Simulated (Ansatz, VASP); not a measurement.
## Two plane-wave programs on Ga

```xyz
2
Lattice="2.4708 -3.3010 0.0000 2.4708 3.3010 0.0000 0.0000 0.0000 2.7569" Properties=species:S:1:pos:R:3 pbc="T T T"
Ga    2.4708    1.9785    0.0000
Ga    2.4708   -1.9785    0.0000
```

Alike in both runs: task relaxation of cell and atoms; functional PBE; k mesh 4 × 4 × 6; occupations gaussian, width 0.1 eV; no spin polarisation.

```csv
,VASP,Ansatz
version,VASP 6.6.1,Ansatz 0.2.0
potentials or method,"VASP PAW PBE potentials, release 64 (Ga_d)","scalar-relativistic, plane waves, PAW"
plane-wave cutoff (eV),600,420
valence electrons in the cell,26,26
```

```tsv
	VASP	Ansatz	Ansatz less VASP
gap on the k mesh at the Fermi level, each at its own relaxed structure (eV)	none	none	-
relaxed volume (Å³/atom)	22.66	22.83	+0.169
relaxed cell length with the largest relative difference (Å)	4.099	4.133	+0.0339
energy change over the relaxation (meV/atom)	-4	-5	-1.2
```

A gap of «none» marks a metal or a gap that the smearing closes.

Caveats: the k mesh is coarse (spacing up to 0.40 Å⁻¹), so the values aren't converged.
